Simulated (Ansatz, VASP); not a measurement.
**Two plane-wave programs on Cd**

The input INCAR:

```
SYSTEM = Cd
PREC = Accurate
ENCUT = 520
EDIFF = 1E-6
ISMEAR = 0
SIGMA = 0.1
LREAL = .False.
LASPH = .True.
NELM = 100
ALGO = Normal
ISIF = 2
LWAVE = .False.
LCHARG = .False.
GGA = PE
NBANDS = 12
```

KPOINTS

```
regular mesh
0
Gamma
  8 8 8
  0 0 0
```

Contents of POSCAR:

```
Cd
1.0
    0.0000000000      2.0639845402      2.0639845402
    2.0639845402      0.0000000000      2.0639845402
    2.0639845402      2.0639845402      0.0000000000
Cd
1
Direct
    0.0000000000      0.0000000000      0.0000000000
```

Input for Ansatz:

```yaml
crystal:
  lattice:
    - [0.0, 2.0639845402, 2.0639845402]
    - [2.0639845402, 0.0, 2.0639845402]
    - [2.0639845402, 2.0639845402, 0.0]
  atoms:
    - { symbol: Cd, position: [0.0, 0.0, 0.0] }
basis:
  ecutwfc: 420
kpoints:
  mp_grid: { grid: [8, 8, 8] }
hamiltonian:
  xc: pbe
scf:
  occupations: { method: gaussian, width: 0.1 }
output:
  forces: true
  stress: true
  eigenvalues: true
```

Alike in both runs: task single point; functional PBE; k mesh 8 × 8 × 8; occupations gaussian, width 0.1 eV; no spin polarisation.

|  | VASP | Ansatz |
| --- | --- | --- |
| version | VASP 6.6.1 | Ansatz 0.2.0 |
| potentials or method | VASP PAW PBE potentials, release 64 (Cd) | scalar-relativistic, plane waves, PAW |
| plane-wave cutoff (eV) | 520 | 420 |
| valence electrons in the cell | 12 | 20 |

|  | VASP | Ansatz | Ansatz less VASP |
| --- | --- | --- | --- |
| gap on the k mesh at the Fermi level (eV) | none | none | - |
| pressure (GPa) | 23.4 | 22.5 | -0.85 |

A gap of «none» marks a metal or a gap that the smearing closes. The functional is the same, so the differences come from potentials, cutoffs and numerics. The two sets of potentials don't hold the same shells in valence.

Caveats: so large a pressure means that the cell lies far from this level's equilibrium, or that cutoff or potentials fall short (VASP).
